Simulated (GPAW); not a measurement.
# Dielectric function and optical constants of GaP, part 2 of 2

Wanted: where GaP starts to absorb, how strongly, and its refractive index.

GPAW 26.7.0; DFT, PBE, plane-wave PAW (GPAW data sets), scalar-relativistic, RPA, optical limit.

So far, gap on the k-mesh (eV): step 2 (ground state) 1.61; step 3 (bands for the response) 1.63.

## (4) Dielectric function, RPA (continued)

Values under the direct gap are tails of Lorentzian lines. Table of Im ε, E ∥ x or z by photon energy; read off at these points:

| photon energy (eV) | Im ε, E ∥ x or z |
| --- | --- |
| 0.000 | 0 |
| 0.250 | 0.0410 |
| 0.500 | 0.0850 |
| 0.750 | 0.136 |
| 1.000 | 0.200 |
| 1.250 | 0.290 |
| 1.500 | 0.448 |
| 1.750 | 0.911 |
| 2.000 | 1.31 |
| 2.250 | 1.59 |
| 2.500 | 4.13 |
| 2.750 | 7.85 |
| 2.859 | 10.7 |
| 3.000 | 8.64 |
| 3.250 | 8.97 |
| 3.500 | 9.83 |
| 3.750 | 12.5 |
| 4.000 | 12.6 |
| 4.250 | 19.1 |
| 4.500 | 25.6 |
| 4.750 | 11.6 |
| 5.000 | 11.2 |
| 5.250 | 16.0 |
| 5.318 | 16.8 |
| 5.500 | 13.6 |
| 5.750 | 10.0 |
| 6.000 | 8.02 |
| 6.250 | 5.61 |
| 6.500 | 5.48 |
| 6.750 | 5.37 |
| 7.000 | 4.78 |
| 7.250 | 4.89 |
| 7.500 | 3.67 |
| 7.750 | 3.19 |
| 8.000 | 2.67 |
| 8.250 | 2.85 |
| 8.500 | 2.40 |
| 8.750 | 2.22 |
| 9.000 | 1.79 |
| 9.250 | 1.94 |
| 9.500 | 2.14 |
| 9.750 | 1.92 |
| 10.000 | 1.59 |
| 10.250 | 1.39 |
| 10.500 | 1.44 |
| 10.750 | 1.49 |
| 11.000 | 1.21 |
| 11.250 | 0.889 |
| 11.500 | 0.931 |
| 11.750 | 0.942 |
| 12.000 | 0.894 |
| 12.250 | 0.808 |
| 12.500 | 0.625 |
| 12.750 | 0.660 |
| 13.000 | 0.646 |
| 13.250 | 0.567 |
| 13.500 | 0.540 |
| 13.750 | 0.521 |

Re ε, E ∥ x or z against photon energy:

| photon energy (eV) | Re ε, E ∥ x or z |
| --- | --- |
| 0.0 | 9.72 |
| 0.5 | 9.86 |
| 1.0 | 10.3 |
| 1.5 | 11.3 |
| 2.0 | 12.4 |
| 2.5 | 15.9 |
| 3.0 | 11.3 |
| 3.5 | 12.6 |
| 4.0 | 11.5 |
| 4.5 | 0.0812 |
| 5.0 | 1.52 |
| 5.5 | -5.32 |
| 6.0 | -6.57 |
| 6.5 | -3.57 |
| 7.0 | -3.40 |
| 7.5 | -3.63 |
| 8.0 | -2.71 |
| 8.5 | -2.48 |
| 9.0 | -1.96 |
| 9.5 | -1.60 |
| 10.0 | -1.74 |
| 10.5 | -1.32 |
| 11.0 | -1.56 |
| 11.5 | -1.00 |
| 12.0 | -0.942 |
| 12.5 | -0.838 |
| 13.0 | -0.666 |
| 13.5 | -0.517 |

Values under the direct gap are tails of Lorentzian lines. Loss function −Im 1/ε at q → 0, E ∥ x or z against energy loss; read off at these points:

energy loss (eV), loss function −Im 1/ε at q → 0, E ∥ x or z and a bar:
```
      0.0       0.00 
      0.5       0.00 
      1.0       0.00 
      1.5       0.00 
      2.0       0.01 
      2.5       0.02 
      3.0       0.04 #
      3.5       0.04 #
      4.0       0.04 #
      4.5       0.04 #
      5.0       0.09 ###
      5.5       0.06 ##
      6.0       0.07 ##
      6.5       0.13 ####
      7.0       0.14 ####
      7.5       0.14 ####
      8.0       0.18 ######
      8.5       0.20 ######
      9.0       0.25 ########
      9.5       0.30 #########
     10.0       0.29 #########
     10.5       0.38 ############
     11.0       0.31 ##########
     11.5       0.50 ###############
     12.0       0.53 ################
     12.5       0.57 ##################
     13.0       0.75 #######################
     13.5       0.97 ##############################
```

The reflectivity at normal incidence, E ∥ x or z has structure finer than the step of the table below, so its rows give means over 0.5 eV, whole bins alone (the curve runs from 0 to 14.0 eV). Peaks (eV: height): 2.82: 40.6, 4.61: 59.8, 6.02: 61.4, 7.79: 56.3, 10.10: 50.4, 11.18: 55.2, 12.50: 52.1.

Table of reflectivity at normal incidence, E ∥ x or z by photon energy; means over each step:

photon energy (eV), reflectivity at normal incidence, E ∥ x or z (%) and a bar from the least value:
```
      0.5       26.7 
      1.0       27.6 #
      1.5       29.4 ##
      2.0       31.6 #####
      2.5       36.6 #########
      3.0       37.7 ##########
      3.5       38.9 ###########
      4.0       42.4 ###############
      4.5       55.2 ###########################
      5.0       44.5 #################
      5.5       55.3 ###########################
      6.0       58.6 ##############################
      6.5       51.9 ########################
      7.0       50.4 ######################
      7.5       54.6 ##########################
      8.0       52.7 ########################
      8.5       51.3 #######################
      9.0       49.4 #####################
      9.5       43.9 ################
     10.0       49.4 #####################
     10.5       45.1 #################
     11.0       51.2 #######################
     11.5       48.3 ####################
     12.0       46.7 ###################
     12.5       49.2 #####################
     13.0       44.9 #################
     13.5       44.0 ################
```

Table of refractive index n and extinction k by photon energy:

| photon energy (eV) | n | k |
| --- | --- | --- |
| 0.0 | 3.12 | 0 |
| 0.5 | 3.14 | 0.0135 |
| 1.0 | 3.21 | 0.0311 |
| 1.5 | 3.36 | 0.0667 |
| 2.0 | 3.52 | 0.186 |
| 2.5 | 4.03 | 0.512 |
| 3.0 | 3.57 | 1.21 |
| 3.5 | 3.78 | 1.30 |
| 4.0 | 3.78 | 1.66 |
| 4.5 | 3.58 | 3.57 |
| 5.0 | 2.53 | 2.22 |
| 5.5 | 2.15 | 3.15 |
| 6.0 | 1.38 | 2.91 |
| 6.5 | 1.22 | 2.25 |
| 7.0 | 1.11 | 2.15 |
| 7.5 | 0.875 | 2.10 |
| 8.0 | 0.741 | 1.80 |
| 8.5 | 0.698 | 1.72 |
| 9.0 | 0.590 | 1.52 |
| 9.5 | 0.733 | 1.46 |
| 10.0 | 0.556 | 1.43 |
| 10.5 | 0.563 | 1.28 |
| 11.0 | 0.455 | 1.33 |
| 11.5 | 0.427 | 1.09 |
| 12.0 | 0.422 | 1.06 |
| 12.5 | 0.322 | 0.970 |
| 13.0 | 0.362 | 0.893 |
| 13.5 | 0.340 | 0.795 |

From ε follow the optical constants at some laser and lamp lines:

| wavelength (nm) | n | k | R (%) | 1/α |
| --- | --- | --- | --- | --- |
| 1550 | 3.18 | 0.023 | 27.2 | 5.3 µm |
| 1064 | 3.25 | 0.039 | 28.0 | 2.2 µm |
| 800 | 3.38 | 0.074 | 29.6 | 863 nm |
| 532 | 3.85 | 0.266 | 34.7 | 159 nm |
| 405 | 3.58 | 1.082 | 35.4 | 30 nm |
| 248 | 2.53 | 2.215 | 41.7 | 8.9 nm |
| 193 | 1.20 | 2.272 | 52.0 | 6.8 nm |

Below the direct gap, k and the depth come from the tails of the Lorentzian lines, not from transitions.

Rows near the edge hang on the gap, which this functional as a rule makes too small, and phonon-assisted absorption is left out.

## (5) What came out

```
electronic dielectric constant ε∞, mean over x, y and z (by symmetry where fewer were run) (RPA) : 9.72
main peak of Im epsilon, first axis                                                              : 4.47 eV
```

**Reading.** At this level (PBE, RPA) GaP has ε∞ = 9.72 and n = 3.18 at 1550 nm, and Im ε peaks at 4.5 eV. On the mesh the gap is 1.63 eV and the least direct gap 1.89 eV, so on this mesh the band edges lie at different points. Local fields change the static value along x from 10.66 to 9.72 (-9 %). Distinct maxima of Im ε, read by a parabola through the highest points, lie at 2.87 eV (11), 4.47 eV (26) and 5.32 eV (17). Excitons and phonon-assisted transitions are missing; PBE gaps are as a rule too small, which pulls the onset down and ε∞ up. The sum runs over mesh points, so small or evenly spaced maxima can still be ripples of the mesh.

[Machine, clock and banner lines and Python warnings are left out of the logs.]

[Logs are printed without paths, hosts, clocks, repeated set-up lines and the standing remarks that a program may print on its own settings, such as how far it seeks lower states.]

[Hosts, paths, dates, database ids (printed as entryN), source tags and the programs' standing remarks are cut or masked in the printed files.]
